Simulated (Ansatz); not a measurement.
**Os: a sweep of one setting**

```yaml
crystal:
  lattice:
    - [2.73410, 0.00000, 0.00000]
    - [-1.36705, 2.36780, 0.00000]
    - [0.00000, 0.00000, 4.31970]
  atoms:
    - { symbol: Os, position: [0.33333, 0.66667, 0.25000] }
    - { symbol: Os, position: [0.66667, 0.33333, 0.75000] }
```

Atom numbers follow the list: Os1, Os2.

The conventional cell has a = 2.734 Å, b = 2.734 Å, c = 4.320 Å, α = 90.00°, β = 90.00°, γ = 120.00°. Os (atom 1) has 12 Os at 2.68 to 2.73 Å as nearest neighbours.

The cell comes from COD entry 9017843, which wasn't checked; take it as a given geometry.

Spin–orbit coupling is left out, though it moves levels of the heavy atoms by tenths of an eV or more.

All numbers below come from DFT, PBE, all-electron LAPW, scalar-relativistic in Ansatz 0.2.0.

Settings: a Γ-centred 15×15×9 k mesh, Fermi–Dirac smearing of 0.05 eV, basis error target 0.5 meV/atom, no spin polarisation. One setting is then changed at a time.

```json
{"LAPW cutoff (eV)": "318 (base)", "free energy less the base's (meV/atom)": "0.0", "P (GPa)": "8.64"}
{"LAPW cutoff (eV)": "120", "free energy less the base's (meV/atom)": "131", "P (GPa)": "?"}
{"LAPW cutoff (eV)": "150", "free energy less the base's (meV/atom)": "32.7", "P (GPa)": "9.12"}
{"LAPW cutoff (eV)": "260", "free energy less the base's (meV/atom)": "?", "P (GPa)": "8.64"}
{"LAPW cutoff (eV)": "400", "free energy less the base's (meV/atom)": "-0.1", "P (GPa)": "8.63"}
```

Question: What belongs in the row "260", column "free energy less the base's (meV/atom)"?

Answer: 0.5.

Question: What belongs in the row "120", column "P (GPa)"?

Answer: 10.52.
